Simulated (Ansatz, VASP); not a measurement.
Two plane-wave programs on Pt

File INCAR:

```
SYSTEM = Pt
PREC = Accurate
ENCUT = 520
EDIFF = 1E-6
ISMEAR = -1
SIGMA = 0.1
LREAL = .False.
LASPH = .True.
NELM = 60
ALGO = Normal
ISIF = 2
LWAVE = .False.
LCHARG = .False.
GGA = PS
NBANDS = 11
```

The input KPOINTS:

```
Automatic mesh
0
Gamma
  15 15 15
  0 0 0
```

POSCAR

```
Pt
1.0
    2.5877549282      0.0000000000      0.0000000000
    0.0000000000      2.5877549282      0.0000000000
    0.0000000000      0.0000000000      2.5877549282
Pt
1
Direct
    0.0000000000      0.0000000000      0.0000000000
```

Input for Ansatz:

```yaml
crystal:
  lattice:
    - [2.5877549282, 0.0, 0.0]
    - [0.0, 2.5877549282, 0.0]
    - [0.0, 0.0, 2.5877549282]
  atoms:
    - { symbol: Pt, position: [0.0, 0.0, 0.0] }
kpoints:
  mp_grid: { grid: [15, 15, 15] }
  band_path:
    path:
      - [0.0, 0.0, 0.0]
      - [0.0, 0.5, 0.0]
      - [0.5, 0.5, 0.0]
      - [0.0, 0.0, 0.0]
      - [0.5, 0.5, 0.5]
      - [0.0, 0.5, 0.0]
      - [0.5, 0.5, 0.5]
      - [0.5, 0.5, 0.0]
    npoints: 8
scf:
  occupations: { method: fermi_dirac, width: 0.1 }
hamiltonian:
  xc: pbesol
  pseudopotentials: { kind: paw }
output:
  forces: true
  stress: true
  eigenvalues: true
  populations: true
  dos: { projected: true, de: 0.2, e_range: [-14, 8] }
```

Change from the starting cell: volume scaled by 1, PAW files.

Alike in both runs: task single point; functional PBEsol; k mesh 15 × 15 × 15; occupations fermi-dirac, width 0.1 eV; no spin polarisation.

|  | VASP | Ansatz |
| --- | --- | --- |
| version | VASP 6.6.1 | Ansatz 0.2.0 |
| potentials or method | VASP PAW PBE potentials, release 64 (Pt) | PAW with Ansatz's default frozen-core files, scalar-relativistic |
| plane-wave cutoff (eV) | 520 | 420 |
| valence electrons in the cell | 10 | 18 |

Ansatz gave:

* pressure (GPa): 0.0

What did VASP give for the same quantities?

Pressure (GPa): -0.4.

With one functional, cell and mesh, what is left measures potentials, basis and numerics. The two sets of potentials don't hold the same shells in valence.

Caveats: the PAW data sets were made with another functional, which shifts forces and pressure a little (VASP). Spin-orbit coupling is left out, which matters for the levels of Pt.
